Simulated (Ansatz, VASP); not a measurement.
## Nb: VASP beside Ansatz

The input INCAR:

```
SYSTEM = Nb
PREC     = Accurate       ! precision mode
ENCUT    = 520            ! plane-wave cutoff, eV
EDIFF    = 1E-7           ! SCF threshold, eV
ISMEAR   = 0              ! smearing method
SIGMA    = 0.15           ! smearing width, eV
LREAL    = .FALSE.        ! projectors in reciprocal space
LASPH    = .TRUE.         ! aspherical terms in the spheres
NELM     = 100            ! most SCF steps
ALGO     = Fast           ! electronic algorithm
ISIF     = 2              ! what is computed and relaxed
LWAVE    = .FALSE.        ! write WAVECAR
LCHARG   = .FALSE.        ! write CHGCAR
GGA      = PE             ! functional
NBANDS   = 12             ! bands
```

File KPOINTS:

```
regular mesh
0
G
  20 20 20
  0 0 0
```

Contents of POSCAR:

```
Nb
1.0
    0.0000000000      2.1150000000      2.1150000000
    2.0621250000      0.0000000000      2.1150000000
    2.0621250000      2.1150000000      0.0000000000
Nb
1
Direct
    0.0000000000      0.0000000000      0.0000000000
```

Input for Ansatz:

```yaml
crystal:
  lattice:
    - [0.0, 2.115, 2.115]
    - [2.062125, 0.0, 2.115]
    - [2.062125, 2.115, 0.0]
  atoms:
    - { symbol: Nb, position: [0.0, 0.0, 0.0] }
basis:
  ecutwfc: 420
kpoints:
  mp_grid: { grid: [20, 20, 20] }
hamiltonian:
  xc: pbe
scf:
  occupations: { method: gaussian, width: 0.15 }
output:
  forces: true
  stress: true
  eigenvalues: true
```

Change from the starting cell: strain -0.0250 x Voigt [1, 0, 0, 0, 0, 0], atoms carried along.

Alike in both runs: task single point; functional PBE; k mesh 20 × 20 × 20; occupations gaussian, width 0.15 eV; no spin polarisation.

```csv
,VASP,Ansatz
version,VASP 6.6.1,Ansatz 0.2.0
potentials or method,"VASP PAW PBE potentials, release 64 (Nb_sv)","scalar-relativistic, plane waves, PAW"
plane-wave cutoff (eV),520,420
valence electrons in the cell,13,13
```

|  | VASP | Ansatz | Ansatz less VASP |
| --- | --- | --- | --- |
| gap on the k mesh at the Fermi level (eV) | none | none | - |
| pressure (GPa) | 2.4 | 2.7 | +0.33 |
| largest component of the traceless stress (GPa) | 4.85 | 4.89 | +0.033 |

A gap of «none» marks a metal or a gap that the smearing closes.
